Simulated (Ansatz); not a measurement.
Te2Mo, a slab with vacuum:

```
CELL_PARAMETERS angstrom
3.56242 0.00000 0.00000
-1.78121 3.08514 0.00000
0.00000 0.00000 31.56327
ATOMIC_POSITIONS crystal
Te 0.00000 0.00000 0.05676
Te 0.33333 0.66667 0.28899
Te 0.33333 0.66667 0.82440
Te 0.33333 0.66667 0.17560
Te 0.33333 0.66667 0.71101
Te 0.00000 0.00000 0.94324
Mo 0.33333 0.66667 0.00000
Mo 0.00000 0.00000 0.23231
Mo 0.00000 0.00000 0.76769
```

Base run:

- Program: Ansatz 0.2.0
- Functional: r2SCAN
- Potentials or basis: Ansatz PAW
- Cutoff: 500 eV (not typed: the program's choice for these potentials)
- k mesh: 7 × 7 × 1
- Occupations: fermi-dirac, width 0.05 eV
- Spin: no spin polarisation
- Hubbard terms: Mo d U = 5 eV

Its results: band gap on the k mesh 1.15 eV, direct; largest force 0.125 eV/Å.

Problem. The run is repeated on the same cell with these changes: hubbard terms from Mo d U = 5 eV to Mo d U = 6 eV. What comes out?

Solution. Band gap on the k mesh 0.93 eV, indirect (least direct gap 0.94 eV); largest force 0.197 eV/Å.

Caveats: odd divisions of the mesh miss points on the zone boundary, where band edges often lie, so the gap on the mesh can be too wide; spin-orbit coupling is left out, which moves the levels of the heavy elements; the PAW data sets come from PBE, with cores solved anew for the run's functional, which leaves a small shift of forces and pressure; the U is typed as a test and isn't derived for this compound.

A k mesh can miss the band edges.
